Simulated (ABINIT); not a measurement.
The system is TiB2.

```
CELL_PARAMETERS angstrom
3.02920 0.00000 0.00000
-1.51460 2.62336 0.00000
0.00000 0.00000 3.22840
ATOMIC_POSITIONS crystal
Ti 0.00000 0.00000 0.00000
B 0.66667 0.33333 0.50000
B 0.33333 0.66667 0.50000
```

Base run:

```yaml
Program: ABINIT 10.8.3 (patched build)
Functional: PBE
Potentials_or_basis: SG15 NC PBE v1.2
Cutoff: 1143 eV
k_mesh: 10 × 10 × 8
Occupations: fermi-dirac, width 0.05 eV
Spin: no spin polarisation
```

Its results: band gap on the k mesh none (metal or under the smearing width); pressure -0.7 GPa.

**Question.** The run is repeated on the same cell with these changes: potentials or basis from SG15 NC PBE v1.2 to JTH PAW PBE v2.0; cutoff from 1143 eV to 408 eV; k mesh from 10 × 10 × 8 to 8 × 8 × 6. What comes out?

**Answer.** Band gap on the k mesh none (metal or under the smearing width); pressure 0.6 GPa.

Caveats: the atomic spheres overlap (some runs).
